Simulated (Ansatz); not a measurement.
# GaN: what symmetry allows forces and stress to be

```xyz
4
Lattice="3.0788 0.0000 0.0000 -1.5394 2.6663 0.0000 0.0000 0.0000 5.3115" Properties=species:S:1:pos:R:3 pbc="T T T"
Ga    0.0000    1.7775   -0.0708
Ga    1.5394    0.8888    2.5256
N     0.0000    1.7775    2.1004
N     1.5394    0.8888    4.7400
```

Method: DFT PBE, scalar-relativistic, plane waves, PAW (Ansatz 0.2.0).

Plane waves to 420 eV, a k mesh through Γ of 12×12×6 on the computed 4-atom cell and Gaussian smearing (0.02 eV); no spin polarisation.

This distorted cell has space group P3m1, with 6 operations.

Q: Without a calculation: in which directions can each atom feel a force?

A: A force must be left unchanged by every operation that keeps its atom in place, so it lies in the space that those operations leave fixed. Atoms that the group maps onto each other feel forces of one size.
| atom | site symmetry | operations at the site | equivalent to atom | allowed force (Cartesian) |
| --- | --- | --- | --- | --- |
| Ga1 | 3m. | 6 | 1 | along (0.00, 0.00, 1.00) |
| Ga2 | 3m. | 6 | 2 | along (0.00, 0.00, 1.00) |
| N3 | 3m. | 6 | 3 | along (0.00, 0.00, 1.00) |
| N4 | 3m. | 6 | 4 | along (0.00, 0.00, 1.00) |

That leaves 4 independent force components of 12, tied by 1 condition that the forces sum to zero, so 3 remain. A relaxation in this cell that keeps the symmetry moves the atoms in these directions alone.

Q: And the stress tensor?

A: It must be invariant under the point group, which leaves 2 independent components: yz, xz, xy vanish; xx = yy.

Q: Do the computed values obey this?

A: Yes. Forces (eV/Å):
```
Ga1  0.000  0.000  1.156
Ga2  0.000  0.000  2.171
N3   0.000  0.000 -1.880
N4   0.000  0.000 -1.448
```

Stress (GPa, compression positive, xx yy zz yz xz xy): 36.54 36.54 -1.08 0.00 0.00 0.00. The program imposes the same operations on density, forces and stress, so this confirms the analysis and is no independent test of the calculation.